**A gap that is one band seen twice**

How can a crystal be a metal when every level listed near its Fermi energy keeps a clear distance from it? In the calculation below for CoSi₂, the zero of energy is the Fermi energy. The columns "level under 1" to "level under 4" count downwards from it, and "level over 1" and "level over 2" count upwards. Point 1 is the centre of the Brillouin zone, and point 2 lies on a threefold axis, 40% of the way to the zone boundary at L.

ABINIT 10.8.3 calculation of CoSi₂ (3-atom cell) with the LDA, JTH PAW v2.0 datasets and collinear spins, without spin–orbit coupling. The plane-wave cutoff is 544 eV, the k mesh 5×5×5 and the Fermi–Dirac smearing 0.05 eV. Levels are relative to the Fermi energy; points 1–4 are (0, 0, 0), (0.2, 0, 0), (−0.4, 0.4, 0) and (−0.4, 0.4, 0.2) in reciprocal lattice vectors.

| row | level point (row) | level under 4 (eV) | level under 3 (eV) | level under 2 (eV) | level under 1 (eV) | level over 1 (eV) | level over 2 (eV) | level spin |
| --- | --- | --- | --- | --- | --- | --- | --- | --- |
| 1 | 1 | -3.989 | -3.989 | -1.760 | -1.760 | 0.694 | 3.536 | up |
| 2 | 1 | -3.989 | -3.989 | -1.760 | -1.760 | 0.694 | 3.536 | down |
| 3 | 2 | -3.792 | -1.892 | -1.892 | -0.158 | 1.769 | 1.769 | up |
| 4 | 2 | -3.792 | -1.892 | -1.892 | -0.158 | 1.769 | 1.769 | down |
| 5 | 3 | -2.037 | -1.739 | -1.161 | -0.961 | 1.994 | 4.327 | up |
| 6 | 3 | -2.037 | -1.739 | -1.161 | -0.961 | 1.994 | 4.327 | down |
| 7 | 4 | -2.134 | -1.563 | -1.231 | -0.472 | 3.035 | 3.976 | up |
| 8 | 4 | -2.134 | -1.563 | -1.231 | -0.472 | 3.035 | 3.976 | down |

The two spins give the same levels, because the magnetic moment with which the run began died away. Four different sets of levels remain, and together they look like those of a semiconductor. The highest filled level lies at −0.158 eV and the lowest empty one at 0.694 eV, so a window of 0.85 eV seems to separate them.

In a semiconductor such as silicon, the same number of bands is filled at every point of the zone. Each column of such a table then follows one band, counted in order of energy. Rows 3 and 4 break this pattern. Read down the columns, the degenerate pair at −1.760 eV at the zone centre would split at point 2 into levels at −1.892 and −0.158 eV, which are 1.73 eV apart.

Symmetry forbids that splitting. Without spin–orbit coupling, a twofold level of the cubic zone centre stays twofold along the threefold axis. The pair must therefore go over into another pair. Point 2 lists two, at −1.892 and 1.769 eV, and the lower one is by far the nearer. Followed to that one, the pair sinks by only 0.13 eV. Points 3 and 4 list no degenerate levels, so they can't be tested like this.

The level at −0.158 eV is single and needs a different origin. The nearest single level at the zone centre is the empty one at 0.694 eV, which would have to fall by 0.85 eV. If the group at −3.989 eV is threefold, which the table is too narrow to show, symmetry would also allow the level to come from there, but one member would then have to rise by 3.8 eV over the same short step. The smaller shift is much the more plausible, though this is an argument from size and not a proof.

The likely cause of the break is then a band that crosses the Fermi energy between the two points. It is empty at the zone centre and filled at point 2, so it changes from the "over" columns to the "under" columns and pushes the pair down one place. The same band forms both edges of the window. Its width of 0.85 eV is the distance that one band falls between two neighbouring mesh points, and a point placed between them would find a level inside it.

Why this band should fall is a guess, since the character of its orbitals was not tested. Each silicon atom in this structure has six silicon neighbours at equal distance. A combination of silicon s orbitals that changes sign between all such neighbours is most strongly antibonding at the zone centre. Away from the centre the signs no longer oppose each other fully, and the energy drops.

The size of the empty region around the centre can be estimated from a smooth model. By symmetry a single band is flat at the zone centre, so its simplest form is a parabola, E(k) = E₀ − A k², where k is the distance from the centre. The two constants are fixed by the two levels, which leaves no value over to test the shape. The crossing lies at √(0.694/0.852) = 0.90 of the step; a straight line would put it at 0.81.

The step is 0.406 Å⁻¹ long, which gives a radius of about 0.37 Å⁻¹. A sphere of this radius has a volume of 0.21 Å⁻³. The whole zone has (2π)³/(3 × 12.80 Å³) = 6.5 Å⁻³, so the band is empty in about 3% of it. The coarse mesh matters here: a Fermi energy lower by 0.16 eV would be enough to move the crossing to point 2 or beyond, and a higher one would shrink the pocket.

This pocket alone does not account for the metal. The cell holds 25 electrons in the calculation, and without a moment each spin must fill 12.5 bands on average. One small pocket lowers the average by only about 0.03 from a whole number, so there must be further crossings of the Fermi energy elsewhere in the zone, by this band or by others. The odd electron count thus rules out a gap in this nonmagnetic state before any level is computed. An even count would permit a gap but not ensure one.

The smearing entropy points the same way, because only levels close to the Fermi energy contribute to it. The four points carry 36% of the mesh weight but supply only 8% of this term. Most of it comes from levels near the Fermi energy at other points of the mesh. For CoSi₂ as a contact material in silicon transistors, the window is therefore no barrier to conduction: states that carry current are present at the Fermi energy itself.
